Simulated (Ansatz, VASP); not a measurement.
# SiC in VASP and in Ansatz

File INCAR:

```
PREC     = Accurate       # precision mode
ENCUT    = 520            # plane-wave cutoff, eV
EDIFF    = 1E-7           # SCF threshold, eV
ISMEAR   = 0              # smearing method
SIGMA    = 0.05           # smearing width, eV
LREAL    = F              # projectors in reciprocal space
LASPH    = T              # aspherical terms in the spheres
NELM     = 80             # most SCF steps
ALGO     = Normal         # electronic algorithm
ISIF     = 2              # what is computed and relaxed
LWAVE    = F              # write WAVECAR
LCHARG   = T              # write CHGCAR
GGA      = PS             # functional
LELF     = T              # ELF
LVHAR    = T            
NBANDS   = 11             # bands
```

Contents of KPOINTS:

```
regular mesh
0
Gamma
  12 12 12
```

POSCAR

```
SiC
1.0
    0.0000000000      2.2147418114      2.2147418114
    2.2147418114      0.0000000000      2.2147418114
    2.1010517318      2.1010517318      0.1136900797
Si C
1 1
Direct
    0.0000000000      0.0000000000      0.0000000000
    0.7500000000      0.7500000000      0.7500000000
```

Input for Ansatz:

```yaml
crystal:
  lattice:
    - [0.0, 2.2147418114, 2.2147418114]
    - [2.2147418114, 0.0, 2.2147418114]
    - [2.1010517318, 2.1010517318, 0.1136900797]
  atoms:
    - { symbol: Si, position: [0.0, 0.0, 0.0] }
    - { symbol: C, position: [0.75, 0.75, 0.75] }
basis:
  ecutwfc: 520.0
kpoints:
  mp_grid: { grid: [12, 12, 12] }
hamiltonian:
  xc: pbesol
  pseudopotentials: { kind: paw, azcp: { folder: soft_1 } }
scf:
  occupations: { method: gaussian, width: 0.05 }
output:
  forces: true
  stress: true
  eigenvalues: true
```

Alike in both runs: task single point; functional PBEsol; k mesh 12 × 12 × 12; occupations gaussian, width 0.05 eV; no spin polarisation.

|  | VASP | Ansatz |
| --- | --- | --- |
| version | VASP 6.6.1 | Ansatz 0.2.0 |
| potentials or method | VASP PAW PBE potentials, release 64 (Si, C) | scalar-relativistic, plane waves, PAW |
| plane-wave cutoff (eV) | 520 | 520 |
| valence electrons in the cell | 8 | 8 |

Ansatz gave:

- gap on the k mesh at the Fermi level (eV): 0.86
- least direct gap on the mesh (eV): 3.89
- pressure (GPa): 9.4
- largest component of the traceless stress (GPa): 16.84
- rms of the force components (eV/Å): 0.764

What did VASP give for the same quantities?

gap on the k mesh at the Fermi level (eV): 0.85; least direct gap on the mesh (eV): 3.87; pressure (GPa): 9.8; largest component of the traceless stress (GPa): 16.95; rms of the force components (eV/Å): 0.770.

Atom by atom the forces differ by 0.006 eV/Å (rms over components). Ansatz warned: «pseudo_functional_mismatch».

Caveats: the PAW data sets were made with another functional, which shifts forces and pressure a little (VASP). A k mesh can miss the band edges.
